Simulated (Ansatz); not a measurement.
Rows from a G0W0 calculation on AlGa5P6 (zincblende [001] superlattice) (Ansatz 0.2.0; G0W0 on PBEsol, plane waves, PAW; PAW set soft_1; 4×4×2 mesh, 255 empty bands, screening to 60 eV, PAW set soft_1 files), in eV. Spin-orbit coupling is left out.

```tsv
row	k	band	start	Σx	Σc at the solution	Vxc
A	(-0.500, -0.500, 0.000)	c1	8.181	-6.649	-3.543	-10.471
B	(-0.500, -0.500, 0.000)	v2	4.082	-15.828	2.408	-13.123
C	Γ	c1	8.160	-6.501	-3.675	-10.480
D	Γ	v1	6.712	-17.011	1.629	-15.199
E	Γ	c2	8.364	-7.204	-3.693	-11.304
F	(-0.500, -0.500, 0.000)	v1	4.104	-15.817	2.454	-13.047
```

Q: Work out each quasiparticle level and how far it moved.

The quasiparticle equation reads E = start + Σx + Σc(E) − Vxc.

```tsv
row	E (eV)	shift (eV)
A	8.460	+0.279
B	3.785	−0.297
C	8.464	+0.304
D	6.530	−0.182
E	8.771	+0.407
F	3.788	−0.316
```

Limits: not at the basis limit; no spin-orbit coupling; coarse k mesh.

[Paths, hosts, dates, memory and timing lines, banners, echoed tables and standing remarks are left out of the program output.]

[Logs are printed without paths, hosts, clocks, repeated set-up lines and the standing remarks that a program may print on its own settings, such as how far it seeks lower states.]

[Runs of the session that timed out or met a known fault of the program may be left out.]

[Cells called generated may have been cut or substituted from an entry of the Crystallography Open Database or the Materials Project.]

[Hosts, paths, dates, database ids (printed as entryN), source tags and the programs' standing remarks are cut or masked in the printed files.]
